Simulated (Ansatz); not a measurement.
The system is V.

```
CELL_PARAMETERS angstrom
-1.51435 1.51435 1.51435
1.51435 -1.51435 1.51435
1.51435 1.51435 -1.51435
ATOMIC_POSITIONS crystal
V 0.00000 0.00000 0.00000
```

Base run:

| Item | Value |
| --- | --- |
| Program | Ansatz 0.2.0 |
| Functional | PBE |
| Potentials or basis | all-electron LAPW, scalar-relativistic |
| Cutoff | 258 eV |
| Density cutoff | 1030 eV |
| Basis error allowed | 0.001 eV/atom |
| k mesh | 12 × 12 × 12 |
| Occupations | fermi-dirac, width 0.05 eV |
| Spin | collinear spin, ferromagnetic start |
| Starting moments | [2.0] μB |

Its results: pressure -5.4 GPa; net moment 0.00 μB per cell.

Question: The run is repeated on the same cell with these changes: functional from PBE to LDA. What comes out?

Answer: Pressure -17.8 GPa; net moment 0.00 μB per cell.

LDA binds more tightly than PBE, so the same cell stands under less pressure.

Not every run made on this cell is shown here.
